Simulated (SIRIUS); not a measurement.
# Au: equation of state with LDA

**Experimental background.**

From “Exploring toroidal anvil profiles for larger sample volumes above 4 Mbar”, 2024, pmc:11102561, for a bulk crystal of Au: bulk modulus 167 GPa.

Crystal: Au.

```
Au
1.0
     0.00000    2.03500    2.03500
     2.03500    0.00000    2.03500
     2.03500    2.03500    0.00000
Au
1
Direct
  0.00000 0.00000 0.00000
```

| Quantity | Value |
| --- | --- |
| Program | SIRIUS 7.12.0 |
| Task | equation of state |
| Functional | LDA |
| Potentials or basis | all-electron FP-LAPW |
| Cutoff | 168 eV |
| Basis | apw+lo standard |
| k mesh | 11 × 11 × 11 |
| Occupations | fermi-dirac, width 0.05 eV |
| Spin | no spin polarisation |

| Item | Value |
| --- | --- |
| Equilibrium volume | 16.57 Å³/atom |
| Bulk modulus | 194 GPa |
| Pressure derivative of the bulk modulus | 5.2 |

Energy against volume, from the lowest point:
```csv
volume (Å³/atom),energy (meV/atom)
15.843,21.36
16.181,5.88
16.518,0.00
16.855,2.70
17.192,12.90
17.529,29.55
17.866,52.26
```

All runs of the series together: 6.6 min on 1 thread of Arm Neoverse N1 (shared host).

Measured bulk modulus of Au: 167 GPa (quoted in “Exploring toroidal anvil profiles for larger sample volumes above 4 Mbar”, 2024, pmc:11102561). This calculation gives 194 GPa (+16.4 %). The fit is for a static lattice scaled at fixed shape and fixed fractional positions.

Spin-orbit coupling is left out, which matters for the levels of Au. LDA usually gives volumes a few per cent too small.
